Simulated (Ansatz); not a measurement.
Runs of Ansatz 0.2.0 on C. Symmetry: C2/m, No. 12, monoclinic system. The conventional cell has a = 4.255 Å, b = 2.457 Å, c = 3.765 Å, α = 90.00°, β = 111.49°, γ = 90.00°. C (site symmetry m) is surrounded by 3 C at 1.42 Å. This is a stacking variant of graphite.

```tsv
level	share of exact exchange	gap on the mesh (eV)	pressure (GPa)	largest force (eV/Å)
r2SCAN0 form with a typed share of exact exchange	0.15	(b)	-2.8	0.01
r2SCAN0	0.25	3.51	-4.5	0.02
r2SCAN0 form with a typed share of exact exchange	0.35	3.94	-6.2	0.02
r2SCAN0 form with a typed share of exact exchange	0	2.45	(a)	0.01
r2SCAN0 form with a typed share of exact exchange	0.5	(c)	-8.6	0.02
r2SCAN0 form with a typed share of exact exchange	0.1	2.88	-2.0	0.01
```

Alike in all rows: task single point; potentials or basis Ansatz PAW; no spin polarisation; cell as given; k mesh 7 × 7 × 4; cutoff (eV) 500; smearing fermi-dirac 0.05 eV; the mesh is coarse, so values aren't converged.

Question: Estimate the missing entries.

Answer: (a) -0.2; (b) 3.09; (c) 4.57.

Caveats: all runs use coarse meshes; odd divisions of the mesh miss points on the zone boundary, where band edges often lie, so the gap on the mesh can be too wide; the PAW data sets come from PBE, with cores solved anew for the run's functional, which leaves a small shift of forces and pressure; the thresholds are loose for stress (some runs).

A k mesh can miss the band edges.

Runs at the PBE level aren't shown here.
